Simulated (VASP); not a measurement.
# Band offsets on InP (110), part 3 of 3

Wanted: valence and conduction offsets of GaAs, CdS, GaSb and ZnSe on InP (110), and what a better gap does to them.

VASP 6.6.1, plane waves and PAW; the level of theory is named at each step.

So far. Step 7 (Bulk band edges, LDA): The run ends at a pressure of -3.75 GPa, with forces up to 0.0029 eV/Å.

### 10. Relax the interface, LDA

Superlattice of 12 atoms of InP and 12 of GaAs on the InP lattice. Atoms relax, and the height is moved while the normal stress exceeds 0.4 GPa, three times at most; a third move is not followed by a relaxation.

This step took 2 runs in a row; the last is shown.

Level: LDA; plane waves and PAW (In_d, P, Ga_d, As).

System, named by how it was started: InP/GaAs (110). The cell holds 24 atoms: 6 In, 6 P, 6 Ga and 6 As. Its edges and angles: a = 4.122 Å, b = 5.826 Å, c = 24.053 Å, α = 90.0°, β = 90.0°, γ = 90.0°. It derives from InP. Superlattice of 12 atoms of InP and 12 of GaAs on the InP lattice. The structure's axis is c.

Input file INCAR:

```
SYSTEM = InGaAsP
PREC = Normal
ENCUT = 420
EDIFF = 1E-05
NELM = 120
ISMEAR = 0
SIGMA = 0.05
LREAL = Auto
ALGO = Fast
GGA = CA
NBANDS = 133
LORBIT = 11
LWAVE = .FALSE.
LCHARG = .FALSE.
KPAR = 2
NCORE = 4
IBRION = 2
NSW = 60
ISIF = 2
EDIFFG = -0.03
POTIM = 0.4
MAXMIX = 40
ISYM = 2
```

Input file POSCAR:

```
InGaAsP
1.0
    4.1218720450      0.0000000000      0.0000000000
    0.0000000000      5.8264994860      0.0000000000
    0.0000000000      0.0000000000     24.0525217594
In P Ga As
6 6 6 6
Direct
    0.0000000000      0.0103265061      0.9995666277
    0.5000000000      0.5101910083      0.0840951053
    0.0000000000      0.0086663527      0.1714940587
    0.5000000000      0.5086663527      0.2558283343
    0.0000000000      0.0101910083      0.3432272877
    0.5000000000      0.5103265061      0.4277557653
    0.5000000000      0.2648160502      0.9972342248
    0.0000000000      0.7616139656      0.0855248243
    0.5000000000      0.2598333120      0.1700968359
    0.0000000000      0.7598333120      0.2572255571
    0.5000000000      0.2616139656      0.3417975687
    0.0000000000      0.7648160502      0.4300881682
    0.0000000000      0.9926748035      0.5107652754
    0.5000000000      0.4927328651      0.5929625955
    0.0000000000      0.9943085246      0.6725801755
    0.5000000000      0.4943085246      0.7547422175
    0.0000000000      0.9927328651      0.8343597975
    0.5000000000      0.4926748035      0.9165571166
    0.5000000000      0.2316143320      0.5130954983
    0.0000000000      0.7355956129      0.5916369909
    0.5000000000      0.2376266668      0.6738342358
    0.0000000000      0.7376266668      0.7534881572
    0.5000000000      0.2355956129      0.8356854021
    0.0000000000      0.7316143320      0.9142268937
```

Input file KPOINTS:

```
Automatic mesh
0
Gamma
6 4 1
0 0 0
```

The projector-augmented-wave data sets are In_d, P, Ga_d and As (LDA family, release 64).

The run is started by

```console
mpirun -np 8 vasp_std
```

Log:

```text
[banner, memory and clock lines left out]
running    8 mpi-ranks, on    1 nodes
[...]
LDA part: xc-table for (Slater(with rela. corr.)+CA(PZ))
 , standard interpolation
 POSCAR, INCAR and KPOINTS ok, starting setup
[...]
entering main loop
       N       E                     dE             d eps       ncg     rms          rms(c)
DAV:   1     0.232234221443E+04    0.23223E+04   -0.79113E+04  3208   0.183E+03
DAV:   2     0.408043121064E+03   -0.19143E+04   -0.18524E+04  3232   0.541E+02
DAV:   3    -0.653739094806E+02   -0.47342E+03   -0.44549E+03  3731   0.231E+02
DAV:   4    -0.115792551992E+03   -0.50419E+02   -0.49065E+02  3864   0.714E+01
[...]
RMM:  18    -0.115521132608E+03   -0.16508E-04   -0.20056E-04  2980   0.328E-02    0.328E-02
RMM:  19    -0.115521143841E+03   -0.11233E-04   -0.13554E-04  2817   0.255E-02    0.188E-02
RMM:  20    -0.115521149415E+03   -0.55748E-05   -0.69600E-05  2515   0.190E-02
   1 F= -.11552115E+03 E0= -.11552111E+03  d E =-.115521E+03
[...]
N       E                     dE             d eps       ncg     rms          rms(c)
DAV:   1    -0.115521387020E+03   -0.24318E-03   -0.71989E-02  3474   0.634E-01    0.791E-02
RMM:   2    -0.115521544487E+03   -0.15747E-03   -0.16255E-03  4044   0.170E-01    0.127E-01
RMM:   3    -0.115521606594E+03   -0.62107E-04   -0.72024E-04  4708   0.962E-02    0.790E-02
RMM:   4    -0.115521618582E+03   -0.11988E-04   -0.11541E-04  3455   0.396E-02    0.144E-01
RMM:   5    -0.115521618596E+03   -0.14290E-07   -0.34703E-05  2384   0.234E-02
   2 F= -.11552162E+03 E0= -.11552157E+03  d E =-.469181E-03
 trial-energy change:   -0.000469  1 .order   -0.000427   -0.000621   -0.000234
 step:   1.3245(harm=  1.6038)  dis= 0.00246  next Energy=  -115.521658 (dE=-0.509E-03)
 reached required accuracy - stopping structural energy minimisation
```

Wall time 1.8 min (8 MPI ranks of AMD EPYC 7R43, shared host); peak memory 1.7 GiB; 14 min of CPU time.

Parts of OUTCAR (step 10):

```text
  Total      -11.0881516     -9.6249149     -0.5905965      0.0000000      0.0000000      0.0000000
  in kB      -30.7543747    -26.6959048     -1.6380931      0.0000000      0.0000000      0.0000000
  external PRESSURE =     -19.6961242 kB  Pullay stress =       0.0000000 kB

 POSITION                                       TOTAL-FORCE (eV/Angst)
 -----------------------------------------------------------------------------------
      0.00000      0.06085     24.04112         0.000000      0.007319     -0.007804
      2.06094      2.97305      2.02299         0.000000      0.009570     -0.000163
      0.00000      0.05236      4.12469         0.000000      0.013754      0.001400
      2.06094      2.96560      6.15349         0.000000      0.013754     -0.001400
      0.00000      0.05980      8.25520         0.000000      0.009570      0.000163
      2.06094      2.97410     10.28958         0.000000      0.007319      0.007804
      2.06094      1.54291     23.98659         0.000000      0.009089      0.005062
      0.00000      4.43725      2.05667         0.000000      0.004845     -0.004772
      2.06094      1.51340      4.09001         0.000000      0.008528     -0.010263
      0.00000      4.42665      6.18817         0.000000      0.008528      0.010263
      2.06094      1.52400      8.22151         0.000000      0.004845      0.004772
      0.00000      4.45616     10.34412         0.000000      0.009089     -0.005062
      0.00000      5.78406     12.28556         0.000000      0.000237      0.000698
      2.06094      2.87138     14.26170         0.000000     -0.001996     -0.007825
[...]
-----------------------------------------------------------------------------------
    total drift:                                0.000000     -0.130279      0.000178

  FREE ENERGIE OF THE ION-ELECTRON SYSTEM (eV)
  ---------------------------------------------------
  free  energy   TOTEN  =      -115.5216185960 eV

  energy  without entropy=     -115.5215312034  energy(sigma->0) =     -115.52157490

[... 1 part as in an earlier step ...]

[... 3 further parts left out ...]
[key lines of the parts left out:]
E-fermi :   4.5726
```

This run gave:

- energy(sigma→0) of the program: -115.5216 eV
- stress, compression positive: xx, yy, zz -3.08, -2.67, -0.16 GPa
- ionic steps: 2

### 11. Potential of the interface, LDA

The core potentials in the middle of each layer tie the two bulk scales together.

Level: LDA; plane waves and PAW (In_d, P, Ga_d, As).

Input file INCAR:

```
SYSTEM = InGaAsP
PREC = Accurate
ENCUT = 420
EDIFF = 1E-06
NELM = 120
ISMEAR = 0
SIGMA = 0.05
LREAL = .FALSE.
ALGO = Normal
GGA = CA
NBANDS = 161
LORBIT = 11
LWAVE = .FALSE.
LCHARG = .TRUE.
KPAR = 2
NCORE = 4
LVHAR = .TRUE.
NEDOS = 1500
```

Input file POSCAR:

```
InGaAsP
1.0
    4.1218720450      0.0000000000      0.0000000000
    0.0000000000      5.8264994860      0.0000000000
    0.0000000000      0.0000000000     24.0525217594
In P Ga As
6 6 6 6
Direct
    0.0000000000      0.0104434091      0.9995261301
    0.5000000000      0.5102635325      0.0841070276
    0.0000000000      0.0089857114      0.1714869683
    0.5000000000      0.5089857114      0.2558354247
    0.0000000000      0.0102635325      0.3432153654
    0.5000000000      0.5104434091      0.4277962629
    0.5000000000      0.2648092337      0.9972587204
    0.0000000000      0.7615636160      0.0855073596
    0.5000000000      0.2597440301      0.1700449265
    0.0000000000      0.7597440301      0.2572774665
    0.5000000000      0.2615636160      0.3418150334
    0.0000000000      0.7648092337      0.4300636726
    0.0000000000      0.9927159442      0.5107804847
    0.5000000000      0.4928145307      0.5929397914
    0.0000000000      0.9942168075      0.6725529926
    0.5000000000      0.4942168075      0.7547694004
    0.0000000000      0.9928145307      0.8343826016
    0.5000000000      0.4927159442      0.9165419073
    0.5000000000      0.2315326502      0.5130566942
    0.0000000000      0.7354900435      0.5916347028
    0.5000000000      0.2374204909      0.6738401091
    0.0000000000      0.7374204909      0.7534822839
    0.5000000000      0.2354900435      0.8356876902
    0.0000000000      0.7315326502      0.9142656978
```

KPOINTS is that of step 10.

The run is started by

```console
mpirun -np 8 vasp_std
```

Log:

```text
[banner, memory and clock lines left out]
running    8 mpi-ranks, on    1 nodes
[...]
|                                                                             |
|               ----> ADVICE to this user running VASP <----                  |
|                                                                             |
|     You have a (more or less) 'large supercell' and for larger cells it     |
|     might be more efficient to use real-space projection operators.         |
|     Therefore, try LREAL= Auto in the INCAR file.                           |
|     Mind: For very accurate calculation, you might also keep the            |
|     reciprocal projection scheme (i.e. LREAL=.FALSE.).                      |
|                                                                             |

 LDA part: xc-table for (Slater(with rela. corr.)+CA(PZ))
 , standard interpolation
 POSCAR, INCAR and KPOINTS ok, starting setup
[...]
entering main loop
       N       E                     dE             d eps       ncg     rms          rms(c)
DAV:   1     0.213679695216E+04    0.21368E+04   -0.75863E+04  3944   0.151E+03
DAV:   2     0.360736842236E+03   -0.17761E+04   -0.16672E+04  3872   0.439E+02
DAV:   3    -0.736812877277E+02   -0.43442E+03   -0.40360E+03  4526   0.192E+02
DAV:   4    -0.116746638689E+03   -0.43065E+02   -0.41841E+02  4838   0.585E+01
[...]
DAV:  14    -0.115517616879E+03   -0.14729E-04   -0.17004E-04  4456   0.561E-02    0.247E-02
DAV:  15    -0.115517619125E+03   -0.22464E-05   -0.24228E-05  3720   0.267E-02    0.238E-02
DAV:  16    -0.115517619864E+03   -0.73918E-06   -0.82808E-06  3024   0.974E-03
   1 F= -.11551762E+03 E0= -.11551758E+03  d E =-.873509E-04
```

Elapsed: 3.5 min, on 8 MPI ranks; peak memory 2.4 GiB; 28 min of CPU time.

OUTCAR, selected parts (step 11):

```text
  Total      -11.1959472     -9.5427336     -0.5640822      0.0000000      0.0000000      0.0000000
  in kB      -31.0533593    -26.4679647     -1.5645526      0.0000000      0.0000000      0.0000000
  external PRESSURE =     -19.6952922 kB  Pullay stress =       0.0000000 kB

 POSITION                                       TOTAL-FORCE (eV/Angst)
 -----------------------------------------------------------------------------------
      0.00000      0.06085     24.04112         0.000000     -0.000409     -0.022640
      2.06094      2.97305      2.02299         0.000000      0.014047     -0.003902
      0.00000      0.05236      4.12469         0.000000      0.020157      0.001633
      2.06094      2.96560      6.15349         0.000000      0.020157     -0.001633
      0.00000      0.05980      8.25520         0.000000      0.014047      0.003902
      2.06094      2.97410     10.28958         0.000000     -0.000409      0.022640
      2.06094      1.54291     23.98659         0.000000      0.012029      0.016093
      0.00000      4.43725      2.05667         0.000000      0.005553      0.006603
      2.06094      1.51340      4.09001         0.000000      0.013342     -0.010327
      0.00000      4.42665      6.18817         0.000000      0.013342      0.010327
      2.06094      1.52400      8.22151         0.000000      0.005553     -0.006603
      0.00000      4.45616     10.34412         0.000000      0.012029     -0.016093
      0.00000      5.78406     12.28556         0.000000     -0.002796      0.004162
      2.06094      2.87138     14.26170         0.000000     -0.004214     -0.009491
[...]
-----------------------------------------------------------------------------------
    total drift:                                0.000000     -0.009509      0.000161

  FREE ENERGIE OF THE ION-ELECTRON SYSTEM (eV)
  ---------------------------------------------------
  free  energy   TOTEN  =      -115.5176198644 eV

  energy  without entropy=     -115.5175325135  energy(sigma->0) =     -115.51757619

[... 1 part as in an earlier step ...]

[... 2 further parts left out ...]
[key lines of the parts left out:]
E-fermi :   4.5725
```

This run gave:

| Property | Result |
| --- | --- |
| energy(sigma→0) of the program | -115.5176 eV |
| stress, compression positive | xx, yy, zz -3.11, -2.65, -0.16 GPa |

The run ends at a pressure of -1.97 GPa, with forces up to 0.023 eV/Å.

### 12. All members

LASPH is off in runs at LDA and on in runs at HSE06.

Hybrid runs start from orbitals of a short LDA run, not shown.

Runs beyond LDA use the data sets made with LDA; this shifts their levels slightly, and their total energies have another zero.

The other members went through these steps as far as the tables show, with one cutoff; 42 runs are not shown. The session took 46 core hours (wall time by ranks) on a shared machine.

The session's own summary tied the other levels to the core potentials, which hold part of the functional; that shift, read from the bulk runs, is taken out again in the columns beyond the base level.

Line-up of core potentials from the interface at LDA; other levels change the bulk edges alone, each counted from the mean potential of its bulk cell. Gaps of the substrate: LDA 0.60 eV, HSE06 1.61 eV, HSE06 with spin-orbit coupling 1.58 eV.

| partner | atoms | mean in-plane stress of the strained partner, tension positive (GPa) | gap of the whole cell (eV) | largest spread of the line-up between elements of one side (eV) |
| --- | --- | --- | --- | --- |
| GaAs | 24 | 5.6 | 0.18 | 0.02 |
| CdS | 24 | 1.1 | 0.45 | 0.01 |
| GaSb | 24 | -4.5 | 0.05 | 0.01 |
| ZnSe | 24 | 5.6 | 0.55 | 0.00 |

At LDA:

```csv
partner,"valence-band top of the partner above the substrate's, LDA (eV)","conduction-band bottom of the partner above the substrate's, LDA (eV)","gap of the strained partner, LDA (eV)"
GaAs,,,0.06
CdS,-0.65,-0.36,0.88
GaSb,,,0.00
ZnSe,-0.25,-0.17,0.68
```

A blank entry does not apply, was not run or did not finish.

At HSE06:

```csv
partner,"valence-band top of the partner above the substrate's, HSE06 (eV)","conduction-band bottom of the partner above the substrate's, HSE06 (eV)","gap of the strained partner, HSE06 (eV)"
GaAs,0.49,-0.33,0.78
CdS,-0.86,-0.28,2.19
GaSb,1.02,0.02,0.61
ZnSe,-0.41,-0.01,2.01
```

At HSE06 with spin-orbit coupling:

```csv
partner,"valence-band top of the partner above the substrate's, HSE06 with spin-orbit coupling (eV)","conduction-band bottom of the partner above the substrate's, HSE06 with spin-orbit coupling (eV)","gap of the strained partner, HSE06 with spin-orbit coupling (eV)"
GaAs,0.51,-0.33,0.74
CdS,-0.89,-0.28,2.19
GaSb,1.17,0.03,0.44
ZnSe,-0.37,-0.01,1.94
```

### 13. Summary of results

| Item | Value |
| --- | --- |
| GaAs, HSE06 with spin-orbit coupling | valence +0.51 eV, conduction -0.33 eV |
| CdS, HSE06 with spin-orbit coupling | valence -0.89 eV, conduction -0.28 eV |
| GaSb, HSE06 with spin-orbit coupling | valence +1.17 eV, conduction +0.03 eV |
| ZnSe, HSE06 with spin-orbit coupling | valence -0.37 eV, conduction -0.01 eV |

In words: For GaAs and GaSb one side or both have under 0.15 eV of gap at LDA, the level of the run that fixes the line-up, which makes these offsets less sure. No offsets are given where the strained partner has under 0.15 eV of gap: GaAs at LDA and GaSb at LDA. GaAs at HSE06 with spin-orbit coupling: its gap lies inside the substrate's (type I). CdS at HSE06 with spin-orbit coupling: the edges are staggered (type II). GaSb at HSE06 with spin-orbit coupling: one pair of edges is level within 0.05 eV. ZnSe at HSE06 with spin-orbit coupling: one pair of edges is level within 0.05 eV. Going from LDA to HSE06 with spin-orbit coupling moves the valence offsets of CdS and ZnSe by -0.24 to -0.13 eV. Offsets and overlaps of about 0.3 eV or less are within the errors that the gaps of this level can carry, so their sign, and the type with it, is not secure. GaAs, GaSb and ZnSe are under more than 3 GPa of in-plane stress along one axis or both, more than a thick film would hold. Levels beyond the first ran on coarser meshes, which moves edges by some hundredths of an eV. The bounds that sort cases in this text are picked. The interfaces are ideal and a few layers thick: no intermixing, defects or band bending. All crystals are in the zinc-blende or diamond form.

[Lines on the potential files, build, host, timing and source positions are cut from VASP's logs without a mark.]

[Logs are printed without paths, hosts, clocks, repeated set-up lines and the standing remarks that a program may print on its own settings, such as how far it seeks lower states.]

[Hosts, paths, dates, database ids (printed as entryN), source tags and the programs' standing remarks are cut or masked in the printed files.]

[In band tables of VASP the shares of atoms and orbitals are scaled to a sum of 1 inside the atoms' spheres.]
